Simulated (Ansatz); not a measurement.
A run of Ansatz 0.2.0 is set up as follows.

Contents of input.yaml:

```yaml
crystal:
  lattice:
    - [0.0, 2.22200033, 2.22200033]
    - [2.22200033, 0.0, 2.22200033]
    - [2.22200033, 2.22200033, 0.0]
  atoms:
    - { symbol: Mn, position: [0.0, 0.0, 0.0], spin: 4.0 }
    - { symbol: O, position: [0.5, 0.5, 0.5] }
hamiltonian:
  xc: pbe
  pseudopotentials: { kind: paw }
  hubbard: { sites: [{ species: Mn, l: d, u_eff: 5.0 }] }
magnetization:
  spin_polarized: true
kpoints:
  mp_grid: { grid: [7, 7, 7] }
scf:
  occupations: { method: fermi_dirac, width: 0.05 }
output:
  forces: true
  stress: true
  eigenvalues: true
relax:
  f_tol: 0.01
  max_steps: 40
  cell: { stress_tol: 0.05 }
```

Potentials or basis: Ansatz PAW.

Run with:

```console
$ ansatz run input.yaml --threads 2 --pin off --max-ram 5632MiB --backend cpu --events-out ev --progress --plain --runs-dir out
```

Q: What does it give for the band gap on the k mesh?

A: 0.24 eV, indirect (least direct gap 2.07 eV).

Q: Estimate the space group after relaxing (to 0.05 Å).

A: Fm-3m (No. 225).

Q: Estimate the site moments.

A: Mn +4.35; O +0.14 μB.

Final structure:
```
Mn O
1.0
     0.00000    2.27230    2.27230
     2.27230    0.00000    2.27230
     2.27230    2.27230    0.00000
Mn O
1 1
Direct
  0.00000 0.00000 0.00000
  0.50000 0.50000 0.50000
```

Caveat: the magnetic or orbital state may not be the lowest; odd divisions of the mesh miss points on the zone boundary, where band edges often lie, so the gap on the mesh can be too wide; the plane-wave basis is chosen anew once the cell has moved, so the energies of steps on either side of that aren't comparable; a cell with one magnetic atom can't hold antiferromagnetic order, which such compounds often take. A k mesh can miss the band edges.
